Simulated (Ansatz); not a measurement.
Consider the following.

CoPt:
```
CELL_PARAMETERS angstrom
      2.65832     0.00000     0.00000
      0.00000     2.65832     0.00000
      0.00000     0.00000     3.66326
ATOMIC_POSITIONS crystal
  Pt 0.50000 0.50000 0.50000
  Co 0.00000 0.00000 0.00000
```
Starting moments (μB, in the order of the atoms Pt Co): 0.5 1.8.

This is the PBEsol-relaxed structure.

Task: All from the program Ansatz at the PBEsol level (PAW), unless another level is named. Predict the formation energy from the elements (no fitted shifts).

Result: -0.073 eV/atom.

Task: What about the density of states at the Fermi level?

Result: 0.95 states/eV per atom (mean over ±0.08 eV).

Space group P4/mmm (L1₀ or tetragonal B2). Symmetry was held in the PBEsol relaxation. Magnetic state: ferromagnetic, chosen from 5 collinear starts compared on coarse meshes (ties went to the first, and starts can fall back to one state), not a proven ground state. Textbook magnetic order: ferromagnetic. The references are the lowest solids computed at this level, not always the standard phases. Spin–orbit coupling is left out wherever it is not named.

Potentials: the later of the program's two PAW sets.
